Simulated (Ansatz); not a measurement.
# Ge: the crystal squeezed far

How does Ge (hcp type) answer strong compression? Methods of the runs shown: PAW.

Computed with Ansatz 0.2.0 (DFT, PBE, PAW with Ansatz's default frozen-core files, scalar-relativistic, unless a step's input says otherwise).

### 1 The starting structure

The structure is hexagonal, space group P6_3/mmc (No. 194). Conventional cell: a = 3.003 Å, b = 3.003 Å, c = 4.865 Å, α = 90.00°, β = 90.00°, γ = 120.00°. Ge (site symmetry -6m2) has 12 Ge at 2.99 to 3.00 Å as nearest neighbours.

As a file:

```xyz
2
Lattice="3.0032 0.0000 0.0000 -1.5016 2.6008 0.0000 0.0000 0.0000 4.8651" Properties=species:S:1:pos:R:3 pbc="T T T"
Ge    0.0000    1.7339    1.2163
Ge    1.5016    0.8669    3.6488
```

Whether this phase is the stable one at these pressures isn't tested.

Atoms are numbered in the order of the input: Ge1, Ge2.

### 2 Cell relaxed at zero pressure, PAW

The input, input.yaml:

```yaml
crystal:
  lattice:
    - [3.00316585, 0.0, 0.0]
    - [-1.501582925, 2.6008179178, 0.0]
    - [0.0, 0.0, 4.8651286769]
  atoms:
    - { symbol: Ge, position: [0.3333333333, 0.6666666667, 0.25] }
    - { symbol: Ge, position: [0.6666666667, 0.3333333333, 0.75] }
kpoints:
  mp_grid: { grid: [14, 14, 8] }
scf:
  occupations: { method: fermi_dirac, width: 0.1 }
hamiltonian:
  xc: pbe
  pseudopotentials: { kind: paw }
output:
  forces: true
  stress: true
relax:
  f_tol: 0.005
  max_steps: 40
  cell: {}
```

Launch:

```
ansatz run input.yaml --threads 1 --pin off --max-ram 2048MiB --backend cpu --events-out ev --progress --plain --runs-dir out
```

After this run come: Volume scaled by 1, PAW; Shape and atoms relaxed at 0.9 of the volume, PAW; Volume scaled by 0.9, PAW; Shape and atoms relaxed at 0.8 of the volume, PAW; Volume scaled by 0.8, PAW; Shape and atoms relaxed at 0.7 of the volume, PAW; Volume scaled by 0.7, PAW; Shape and atoms relaxed at 0.6 of the volume, PAW; Volume scaled by 0.6, PAW; Shape and atoms relaxed at 0.5 of the volume, PAW; Volume scaled by 0.5, PAW; Shape and atoms relaxed at 0.4 of the volume, PAW; Volume scaled by 0.4, PAW; Volume scaled by 0.4, PAW (cutoff 250 eV).

Before running it: what results should come out? Wanted: PAW pressure at 0.4 of the volume; fitted bulk modulus at zero pressure.

The runs gave:

```
                                         quantity      value
                PAW pressure at 0.4 of the volume  460.3 GPa
PAW (cutoff 250 eV) pressure at 0.4 of the volume  467.0 GPa
       fitted bulk modulus at zero pressure (PAW)     64 GPa
                          its pressure derivative       4.37
```

In words: At 0.4 of the starting volume PAW gives 460 GPa. One third-order Birch-Murnaghan curve follows these points (B₀ = 64 GPa, B′ = 4.37, misfit at most 0.46 GPa). A fit over so wide a range leans to the high pressures, so B₀ can be off by several per cent. No all-electron run checks these rows here, and frozen cores can fail under such compression. The ions are at rest, and the electrons smeared by 0.1 eV.
